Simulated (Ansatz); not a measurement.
CsPbCl3:

```
Pb Cs Cl
1.0
     5.60500    0.00000    0.00000
     0.00000    5.60500    0.00000
     0.00000    0.00000    5.60500
Pb Cs Cl
1 1 3
Direct
  0.50000 0.50000 0.50000
  0.00000 0.00000 0.00000
  0.50000 0.00000 0.50000
  0.00000 0.50000 0.50000
  0.50000 0.50000 0.00000
```

| Item | Value |
| --- | --- |
| Program | Ansatz 0.2.0 |
| Task | relaxation of cell and atoms |
| Functional | revPBE |
| Potentials or basis | Ansatz PAW |
| Cutoff | 420 eV (not typed: the program's choice for these potentials) |
| k mesh | 5 × 5 × 5 |
| Occupations | fermi-dirac, width 0.05 eV |
| Spin | no spin polarisation |

At the start: volume 35.22 Å³/atom.

**Question.** How do energy, volume and symmetry change on relaxing?

**Answer.** It ends after 5 steps and the volume is 39.66 Å³/atom (+12.6 %); space group Pm-3m (No. 221, to 0.05 Å).

Step by step:
```tsv
step	energy change (eV)	largest force (eV/Å)	volume (Å³)
1	0.0000	0.0000	176.09
2	-0.1579	0.0000	189.60
3	-0.1817	0.0000	196.74
4	-0.1825	0.0000	198.28
5	-0.1833	0.0000	198.28
```

Final structure:
```
Pb Cs Cl
1.0
     5.83125    0.00000    0.00000
     0.00000    5.83125    0.00000
     0.00000    0.00000    5.83125
Pb Cs Cl
1 1 3
Direct
  0.50000 0.50000 0.50000
  0.00000 0.00000 0.00000
  0.50000 0.00000 0.50000
  0.00000 0.50000 0.50000
  0.50000 0.50000 0.00000
```

Caveat: the plane-wave basis is chosen anew once the cell has moved, so the energies of steps on either side of that aren't comparable; the volume moved by +13 % from the deposited cell, more than functionals usually miss; the PAW data sets come from PBE, with cores solved anew for the run's functional, which leaves a small shift of forces and pressure.
